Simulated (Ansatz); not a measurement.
The elements of this relaxed trial crystal are hidden behind letters.

```
lattice vectors (Å)
   6.0765    0.0000    0.0000
  -3.0383    5.2624    0.0000
   0.0000    0.0000    3.7001
fractional positions
X 0.6148 0.0000 0.6667
X 0.0000 0.6148 0.3333
X 0.3852 0.3852 0.0000
Z 0.3674 0.0000 0.1667
Z 0.0000 0.3674 0.8333
Z 0.6326 0.6326 0.5000
```

Level of theory: Ansatz, DFT PBE, scalar-relativistic, plane waves, PAW. Plane waves to 420 eV, a 6×6×8 mesh through Γ for the 6-atom cell and 0.02 eV Gaussian smearing; no spin polarisation.

```
Space group                              : P3_221 (No. 154)
Conventional cell                        : a = 6.077 Å, c = 3.700 Å
Volume per atom                          : 19.72 Å³
Density                                  : 4.10 g/cm³
Formation energy                         : −0.704 eV/atom
Gap on the 6×6×8 mesh of the 6-atom cell : 1.90 eV
```

Energies are uncorrected and count from the elements' standard states at the same level.

Question: X is a d-block element of period 4 and Z is a p-block element of period 3. Which elements are they?

Answer: X = Zn, Z = S, so the formula is ZnS. Density times volume gives a mean mass of 4.10 × 19.72/1.6605 = 48.7 u per atom, and this set has 48.7 u. Among the elements that the hints allow, noble gases aside, only these give it. Around Zn lie 4 S at 2.37–2.38 Å; S is surrounded by 4 Zn at 2.37–2.38 Å.

Kohn–Sham gaps at this level usually fall short of measured ones. A later test with randomly moved atoms came back to the same energy, though modes that don't fit the test's cell weren't probed.
